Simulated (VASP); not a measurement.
A run of VASP 6.6.1 is set up as follows.

File INCAR:

```
ALGO = Fast ; DIPOL = 0.5 0.5 0.500
EDIFF = 1E-6 ; EDIFFG = -0.02
ENCUT = 520 ; GGA = PE
IBRION = 2 ; IDIPOL = 3
ISIF = 2 ; ISMEAR = 0
IVDW = 12 ; LASPH = T
LCHARG = F ; LDIPOL = T
LREAL = Auto ; LWAVE = F
NELM = 100 ; NSW = 100
PREC = Accurate ; SIGMA = 0.1
```

File KPOINTS:

```
k-points
0
Gamma
  5 5 1
```

POSCAR

```
Pd
1.0
    5.5012907576      0.0000000000      0.0000000000
    2.7506453788      4.7642575497      0.0000000000
    0.0000000000      0.0000000000     25.7376776414
Pd
16
Selective dynamics
Direct
    0.0000000000      0.0000000000      0.3691086714  F F F
    0.5000000000      0.0000000000      0.3691086714  F F F
    0.0000000000      0.5000000000      0.3691086714  F F F
    0.5000000000      0.5000000000      0.3691086714  F F F
    0.1666666667      0.1666666667      0.4563695571  F F F
    0.6666666667      0.1666666667      0.4563695571  F F F
    0.1666666667      0.6666666667      0.4563695571  F F F
    0.6666666667      0.6666666667      0.4563695571  F F F
   -0.1666666667      0.3333333333      0.5436304429  T T T
    0.3333333333      0.3333333333      0.5436304429  T T T
   -0.1666666667      0.8333333333      0.5436304429  T T T
    0.3333333333      0.8333333333      0.5436304429  T T T
    0.0000000000      0.0000000000      0.6308913286  T T T
    0.5000000000      0.0000000000      0.6308913286  T T T
    0.0000000000      0.5000000000      0.6308913286  T T T
    0.5000000000      0.5000000000      0.6308913286  T T T
```

Potentials or basis: VASP PAW PBE potentials, release 64 (Pd).

Run with:

```bash
$ cat potpaw_PBE.64/Pd/POTCAR > POTCAR
$ mpirun -np 1 vasp_std > vasp.out
```

(1) Predict the dispersion energy per atom.

(2) Estimate the energy gained by relaxing.

(3) Estimate the band gap on the k mesh.

## Answers

(1) -0.500 eV.

(2) 0.5 meV/atom.

(3) none (metal or under the smearing width).
